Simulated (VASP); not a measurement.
Wanted: the native input for a VASP 6.6.1 run.

```
Task                   : core levels
Functional             : PBEsol
Potentials or basis    : VASP PAW PBE potentials, release 64 (Zr_sv)
Cutoff                 : 520 eV
k mesh                 : 6 × 6 × 3
Occupations            : methfessel-paxton, width 0.1 eV
Spin                   : no spin polarisation
Further INCAR settings : ALGO = Normal; EDIFF = 1e-06
```

The structure of Zr lies in POSCAR:

```
Zr
1.0
    6.4640000000      0.0000000000      0.0000000000
   -3.2320000000      5.5979882100      0.0000000000
    0.0000000000      0.0000000000     10.2940000000
Zr
16
Direct
    0.1666666667      0.3333333334      0.1250000000
    0.1666666667      0.3333333334      0.6250000000
    0.1666666667      0.8333333333      0.1250000000
    0.1666666667      0.8333333333      0.6250000000
    0.6666666667      0.3333333334      0.1250000000
    0.6666666667      0.3333333334      0.6250000000
    0.6666666667      0.8333333333      0.1250000000
    0.6666666667      0.8333333333      0.6250000000
    0.3333333334      0.1666666666      0.3750000000
    0.3333333334      0.1666666666      0.8750000000
    0.3333333334      0.6666666666      0.3750000000
    0.3333333334      0.6666666666      0.8750000000
    0.8333333334      0.1666666666      0.3750000000
    0.8333333334      0.1666666666      0.8750000000
    0.8333333334      0.6666666666      0.3750000000
    0.8333333334      0.6666666666      0.8750000000
```

One way to write it, as run:

INCAR

```
  ALGO = Normal
  EDIFF = 1E-6
  ENCUT = 520
  GGA = PS
  ICORELEVEL = 1
  ISIF = 2
  ISMEAR = 1
  KPAR = 4
  LASPH = True
  LCHARG = False
  LREAL = False
  LWAVE = False
  NELM = 100
  PREC = Accurate
  SIGMA = 0.1
```

KPOINTS

```
k-points
0
Gamma
  6 6 3
```

Potentials or basis: VASP PAW PBE potentials, release 64 (Zr_sv).

The run is started by

```bash
$ cat potpaw_PBE.64/Zr_sv/POTCAR > POTCAR
$ mpirun -np 4 vasp_std > vasp.out
```

Results of the run:

The pressure is -3.2 GPa. The band gap on the k mesh is none (metal or under the smearing width).

Caveat: the PAW data sets were made with another functional, which shifts forces and pressure a little.

Wall time 3.1 min on 4 MPI ranks on Intel(R) Xeon(R) Platinum 8559C (Emerald Rapids), with other jobs on the host, peak memory 0.64 GiB a rank.
